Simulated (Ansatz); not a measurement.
Band structure of Bi$_{2}$Te$_{3}$

```
Bi Te
1.0
     2.19300    1.26613   10.16567
    -2.19300    1.26613   10.16567
     0.00000   -2.53226   10.16567
Bi Te
2 3
Direct
  0.40000 0.40000 0.40000
  0.60000 0.60000 0.60000
  0.00000 0.00000 0.00000
  0.20950 0.20950 0.20950
  0.79050 0.79050 0.79050
```

Atoms are numbered in the order listed.

The cell is COD entry 9011962, as deposited and not checked against the literature; nothing was relaxed.

No spin–orbit coupling, which matters for the heavy atoms here.

Method: DFT, PBE, all-electron LAPW, scalar-relativistic in Ansatz 0.2.0.

Settings: a Γ-centred 7×7×7 k mesh, Fermi–Dirac smearing of 0.08 eV, basis error target 1 meV/atom, no spin polarisation.

Points in fractions of the reciprocal vectors of this cell: Γ (0, 0, 0), T (0.5, 0.5, 0.5), H2 (0.823, 0.177, 0.5), H0 (0.5, -0.177, 0.177), L (0.5, 0, 0), S0 (0.339, -0.339, 0), S2 (0.661, 0, 0.339), F (0.5, 0, 0.5). The path joins them by straight lines in the order Γ–T–H2–H0–L–Γ–S0–S2–F; legs that retrace an earlier one aren't tabulated. Energies are in eV from the top of the valence band.

(1) Metal or insulator at this level of theory?

(2) Tabulate bands 70 to 76, counted from the lowest band of the run, along the path.

Results:

(1) An insulator or semiconductor: gap 0.29 eV, direct at Γ (so small a gap may close at points that the mesh and path miss).

(2) 
| k (1/Å) | point | band 70 | band 71 | band 72 | band 73 | band 74 | band 75 | band 76 |
| --- | --- | --- | --- | --- | --- | --- | --- | --- |
| 0.00 | Γ | -1.71 | -0.87 | -0.87 | 0.00 | 0.29 | 0.65 | 0.65 |
| 0.04 |  | -1.68 | -0.88 | -0.88 | -0.04 | 0.34 | 0.67 | 0.67 |
| 0.09 |  | -1.63 | -0.92 | -0.92 | -0.13 | 0.44 | 0.72 | 0.72 |
| 0.13 |  | -1.58 | -0.97 | -0.97 | -0.22 | 0.55 | 0.80 | 0.80 |
| 0.18 |  | -1.53 | -1.03 | -1.03 | -0.31 | 0.66 | 0.90 | 0.90 |
| 0.22 |  | -1.48 | -1.09 | -1.09 | -0.38 | 0.75 | 1.00 | 1.00 |
| 0.26 |  | -1.43 | -1.14 | -1.14 | -0.43 | 0.82 | 1.09 | 1.09 |
| 0.31 | T | -1.41 | -1.16 | -1.16 | -0.44 | 0.84 | 1.13 | 1.13 |
| 0.44 |  | -1.26 | -1.23 | -0.63 | -0.20 | 0.67 | 0.77 | 1.11 |
| 0.57 |  | -1.39 | -1.39 | -0.95 | -0.72 | 1.20 | 1.24 | 1.54 |
| 0.71 |  | -1.79 | -1.52 | -1.18 | -1.13 | 1.44 | 1.97 | 2.12 |
| 0.84 |  | -1.57 | -1.49 | -1.30 | -1.18 | 1.69 | 1.80 | 1.90 |
| 0.97 |  | -1.87 | -1.48 | -1.07 | -0.87 | 1.31 | 1.34 | 2.04 |
| 1.10 |  | -2.22 | -1.70 | -0.83 | -0.61 | 0.99 | 1.12 | 2.31 |
| 1.23 | H2 | -2.56 | -1.95 | -0.98 | -0.78 | 1.20 | 1.45 | 2.52 |
| 1.26 |  | -2.63 | -1.90 | -1.07 | -0.75 | 1.17 | 1.55 | 2.47 |
| 1.30 |  | -2.77 | -1.78 | -1.22 | -0.69 | 1.12 | 1.73 | 2.32 |
| 1.33 |  | -2.93 | -1.65 | -1.36 | -0.66 | 1.08 | 1.93 | 2.13 |
| 1.36 |  | -2.93 | -1.65 | -1.36 | -0.66 | 1.08 | 1.93 | 2.13 |
| 1.39 |  | -2.77 | -1.78 | -1.22 | -0.69 | 1.12 | 1.73 | 2.32 |
| 1.42 |  | -2.63 | -1.90 | -1.07 | -0.75 | 1.17 | 1.55 | 2.47 |
| 1.45 | H0 | -2.56 | -1.95 | -0.98 | -0.78 | 1.20 | 1.45 | 2.52 |
| 1.52 |  | -2.73 | -2.08 | -1.18 | -1.03 | 1.52 | 1.78 | 2.61 |
| 1.59 |  | -2.68 | -2.20 | -1.40 | -1.33 | 1.89 | 2.10 | 2.67 |
| 1.66 |  | -2.31 | -2.30 | -1.66 | -1.58 | 2.19 | 2.26 | 2.72 |
| 1.74 |  | -2.33 | -2.17 | -1.90 | -1.48 | 1.96 | 2.05 | 2.73 |
| 1.81 |  | -2.48 | -2.30 | -1.61 | -1.09 | 1.38 | 1.64 | 2.74 |
| 1.88 |  | -2.76 | -2.39 | -1.15 | -0.69 | 0.84 | 1.24 | 2.75 |
| 1.95 | L | -2.91 | -2.42 | -0.92 | -0.51 | 0.58 | 1.06 | 2.75 |
| 2.07 |  | -2.85 | -2.15 | -0.92 | -0.53 | 0.64 | 1.10 | 2.45 |
| 2.19 |  | -2.67 | -1.61 | -0.93 | -0.59 | 0.80 | 1.21 | 1.97 |
| 2.31 |  | -2.26 | -1.04 | -0.96 | -0.66 | 0.98 | 1.38 | 1.54 |
| 2.43 |  | -1.77 | -1.02 | -0.90 | -0.51 | 1.03 | 1.40 | 1.53 |
| 2.55 |  | -1.34 | -1.12 | -0.98 | -0.66 | 1.25 | 1.32 | 1.39 |
| 2.67 |  | -1.42 | -1.19 | -1.05 | -0.49 | 0.74 | 0.91 | 1.24 |
| 2.79 | Γ | -1.71 | -0.87 | -0.87 | 0.00 | 0.29 | 0.65 | 0.65 |
| 2.93 |  | -1.28 | -1.16 | -1.12 | -0.40 | 0.56 | 1.19 | 1.31 |
| 3.06 |  | -1.95 | -0.74 | -0.57 | -0.44 | 0.68 | 1.10 | 1.38 |
| 3.20 |  | -2.28 | -0.69 | -0.57 | -0.44 | 0.74 | 1.14 | 1.29 |
| 3.34 |  | -2.69 | -1.15 | -1.14 | -0.45 | 0.98 | 1.62 | 1.62 |
| 3.48 |  | -2.94 | -1.78 | -1.71 | -0.47 | 1.13 | 2.19 | 2.21 |
| 3.62 |  | -2.69 | -2.18 | -1.88 | -0.55 | 1.16 | 2.51 | 2.63 |
| 3.76 | S0 | -2.97 | -1.63 | -1.39 | -0.65 | 1.08 | 2.01 | 2.05 |
| 3.79 |  | -2.86 | -1.73 | -1.31 | -0.68 | 1.11 | 1.86 | 2.23 |
| 3.82 |  | -2.73 | -1.87 | -1.18 | -0.75 | 1.18 | 1.70 | 2.41 |
| 3.85 |  | -2.63 | -1.98 | -1.06 | -0.83 | 1.27 | 1.57 | 2.53 |
| 3.88 |  | -2.63 | -1.98 | -1.06 | -0.83 | 1.27 | 1.57 | 2.53 |
| 3.91 |  | -2.73 | -1.87 | -1.18 | -0.75 | 1.18 | 1.70 | 2.41 |
| 3.94 |  | -2.86 | -1.73 | -1.31 | -0.68 | 1.11 | 1.86 | 2.23 |
| 3.96 | S2 | -2.97 | -1.63 | -1.39 | -0.65 | 1.08 | 2.01 | 2.05 |
| 4.03 |  | -3.09 | -1.28 | -1.07 | -0.69 | 1.01 | 1.59 | 1.75 |
| 4.10 |  | -3.17 | -1.01 | -0.78 | -0.68 | 0.94 | 1.19 | 1.48 |
| 4.16 |  | -3.19 | -0.94 | -0.59 | -0.59 | 0.88 | 0.94 | 1.28 |
| 4.23 |  | -2.97 | -0.98 | -0.71 | -0.62 | 0.87 | 1.00 | 1.22 |
| 4.30 |  | -2.58 | -1.20 | -0.90 | -0.87 | 0.87 | 1.33 | 1.34 |
| 4.36 |  | -2.15 | -1.64 | -1.24 | -0.95 | 0.86 | 1.47 | 1.77 |
| 4.43 | F | -1.99 | -1.82 | -1.55 | -0.96 | 0.85 | 1.52 | 2.05 |
